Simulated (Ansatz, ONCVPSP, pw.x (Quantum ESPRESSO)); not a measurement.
# pw.x on bcc Zn: one setting changed

Potential: optimised norm-conserving Vanderbilt (ONCV), ONCVPSP 4.0.1.1 (patched build), PBE; core [Ar], reference 3d10 4s2; waves: 4s: rc 2.15 bohr, ncon 5, nbas 9, qcut 3 1/bohr, 2 projectors, debl 3.8 Ha; p scattering state at 0.03 Ha: rc 2.30 bohr, ncon 4, nbas 9, qcut 3.4 1/bohr, 2 projectors, debl 2.9 Ha; 3d: rc 1.55 bohr, ncon 3, nbas 8, qcut 11.4 1/bohr, 2 projectors, debl 0.3 Ha; local part: polynomial inside 1.20 bohr (lpopt 4, dvloc0 7.5 Ha); core correction: polynomial model core, fcfact 0.3. In the p channel the program set the typed energies aside and used 0.050, 2.950 Ha. In the d channel the program set the typed energies aside and used -0.373, 0.250 Ha.

The reference run (k-mesh 15³, cutoffs 125/500 Ry, Fermi–Dirac 0.01 Ry, mixing_beta 0.4, conv_thr 1e-9, no spin) gives 0.96 GPa at 15.229 Å³/atom, where all-electron LAPW gives 0.67 GPa. This run, with its own iteration cap, changes smearing to mv.

```
&control
  calculation='scf', prefix='x', pseudo_dir='./', outdir='./tmp', tstress=.true., disk_io='none'
/
&system
  ibrav=0, nat=1, ntyp=1, ecutwfc=125, ecutrho=500, nbnd=14,
  occupations='smearing', smearing='mv', degauss=0.01
/
&electrons
  conv_thr=1e-09, mixing_beta=0.4, electron_maxstep=60
/
ATOMIC_SPECIES
Zn 1.0 Zn.UPF
CELL_PARAMETERS angstrom
  -1.56148254 1.56148254 1.56148254
  1.56148254 -1.56148254 1.56148254
  1.56148254 1.56148254 -1.56148254
ATOMIC_POSITIONS crystal
Zn 0.0000 0.0000 0.0000
K_POINTS automatic
15 15 15 0 0 0
```

```bash
pw.x < Zn.scf.in > Zn.scf.out
```

Q: How does the run end?

A: It converges in 8 iterations; the free energy moves by +9.3 meV/atom and the pressure by -0.14 GPa. This scheme is built to cancel the term in the square of the width that Fermi–Dirac smearing leaves in the F of a metal.

```
Message from routine setup:
     using ibrav=0 with symmetry is DISCOURAGED, use correct ibrav instead
     lattice parameter (alat)  =       5.1109  a.u.
     unit-cell volume          =     102.7704 (a.u.)^3
     number of electrons       =        12.00
     number of Kohn-Sham states=           14
     kinetic-energy cutoff     =     125.0000  Ry
     charge density cutoff     =     500.0000  Ry
     scf convergence threshold =      1.0E-09
     Exchange-correlation= PBE
     number of k points=   120  Marzari-Vanderbilt smearing, width (Ry)=  0.0100
     iteration #  1     ecut=   125.00 Ry     beta= 0.40
     total energy              =    -124.27531319 Ry
     estimated scf accuracy    <       0.02661499 Ry
     iteration #  2     ecut=   125.00 Ry     beta= 0.40
     total energy              =    -124.28070359 Ry
     estimated scf accuracy    <       0.00137508 Ry
     iteration #  3     ecut=   125.00 Ry     beta= 0.40
     total energy              =    -124.28071603 Ry
     estimated scf accuracy    <       0.00049584 Ry
     [... 2 iterations left out ...]
     iteration #  6     ecut=   125.00 Ry     beta= 0.40
     total energy              =    -124.28073380 Ry
     estimated scf accuracy    <       0.00000025 Ry
     iteration #  7     ecut=   125.00 Ry     beta= 0.40
     total energy              =    -124.28073380 Ry
     estimated scf accuracy    <       0.00000003 Ry
     iteration #  8     ecut=   125.00 Ry     beta= 0.40
     the Fermi energy is    11.6665 ev
!    total energy              =    -124.28073381 Ry
     estimated scf accuracy    <          4.0E-10 Ry
     smearing contrib. (-TS)   =       0.00002963 Ry
     The total energy is F=E-TS. E is the sum of the following terms:
     one-electron contribution =     -44.31292944 Ry
     hartree contribution      =      36.79985400 Ry
     xc contribution           =     -27.96902792 Ry
     ewald contribution        =     -88.79866007 Ry
     convergence has been achieved in   8 iterations
          total   stress  (Ry/bohr**3)                   (kbar)     P=        8.25
     Message from routine punch:
     Nothing written, as per user request (disk_io='none')
```

The run took about 97 s on one core of a shared host (Neoverse-N1, 64 threads, 124 GiB, load 58).
